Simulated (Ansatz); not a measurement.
The system is Pb.

```
CELL_PARAMETERS angstrom
3.48000 0.00000 0.00000
-1.74000 3.01377 0.00000
0.00000 0.00000 5.59000
ATOMIC_POSITIONS crystal
Pb 0.66667 0.33333 0.75000
Pb 0.33333 0.66667 0.25000
```

This isn't the form of Pb at room conditions, which is fcc.

* Program: Ansatz 0.2.0
* Task: relaxation of cell and atoms
* Functional: HSE06
* Potentials or basis: Ansatz PAW
* Cutoff: 420 eV (not typed: the program's choice for these potentials)
* k mesh: 5 × 5 × 3
* Occupations: fermi-dirac, width 0.05 eV
* Spin: no spin polarisation

At the start: volume 29.31 Å³/atom.

Problem. How do energy, volume and symmetry change on relaxing?

Solution. It ends after 5 steps and the volume is 31.22 Å³/atom (+6.5 %); space group P6_3/mmc (No. 194, to 0.05 Å).

Step by step:
| step | energy change (eV) | largest force (eV/Å) | volume (Å³) |
| --- | --- | --- | --- |
| 1 | 0.0000 | 0.0000 | 58.63 |
| 2 | -0.0348 | 0.0000 | 63.21 |
| 3 | -0.0361 | 0.0000 | 62.54 |
| 4 | -0.0361 | 0.0000 | 62.45 |
| 5 | -0.0364 | 0.0000 | 62.45 |

Final structure:
```
CELL_PARAMETERS angstrom
3.56764 0.00000 0.00000
-1.78382 3.08966 0.00000
0.00000 0.00000 5.66519
ATOMIC_POSITIONS crystal
Pb 0.66667 0.33333 0.75000
Pb 0.33333 0.66667 0.25000
```

Caveat: the k mesh is coarse (spacing up to 0.42 Å⁻¹), so the values aren't converged, least of all with exact exchange; the plane-wave basis is chosen anew once the cell has moved, so the energies of steps on either side of that aren't comparable; the PAW data sets come from PBE, with cores solved anew for the run's functional, which leaves a small shift of forces and pressure.
